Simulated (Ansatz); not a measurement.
Pb:

```
CELL_PARAMETERS angstrom
3.48000 0.00000 0.00000
-1.74000 3.01377 0.00000
0.00000 0.00000 5.59000
ATOMIC_POSITIONS crystal
Pb 0.66667 0.33333 0.75000
Pb 0.33333 0.66667 0.25000
```

This isn't the form of Pb at room conditions, which is fcc.

```yaml
Program: Ansatz 0.2.0
Task: relaxation of cell and atoms
Functional: LDA
Potentials_or_basis: Ansatz PAW
Cutoff: "420 eV (not typed: the program's choice for these potentials)"
k_mesh: 9 × 9 × 5
Occupations: fermi-dirac, width 0.05 eV
Spin: no spin polarisation
```

At the start: volume 29.31 Å³/atom.

**Question.** Where does the relaxation end?

**Answer.** It ends after 6 steps and the volume is 28.86 Å³/atom (-1.5 %); space group P6_3/mmc (No. 194, to 0.05 Å).

The path:
| step | energy change (eV) | largest force (eV/Å) | volume (Å³) |
| --- | --- | --- | --- |
| 1 | 0.0000 | 0.0000 | 58.63 |
| 2 | -0.0278 | 0.0000 | 57.79 |
| 3 | -0.0305 | 0.0000 | 57.67 |
| 4 | -0.0305 | 0.0000 | 57.77 |
| 5 | -0.0305 | 0.0000 | 57.73 |
| 6 | -0.0304 | 0.0000 | 57.73 |

Final structure:
```yaml
crystal:
  lattice:
    - [3.39271, 0.00000, 0.00000]
    - [-1.69636, 2.93817, 0.00000]
    - [0.00000, 0.00000, 5.79116]
  atoms:
    - { symbol: Pb, position: [0.66667, 0.33333, 0.75000] }
    - { symbol: Pb, position: [0.33333, 0.66667, 0.25000] }
```

Caveat: the plane-wave basis is chosen anew once the cell has moved, so the energies of steps on either side of that aren't comparable; the PAW data sets come from PBE, with cores solved anew for the run's functional, which leaves a small shift of forces and pressure.
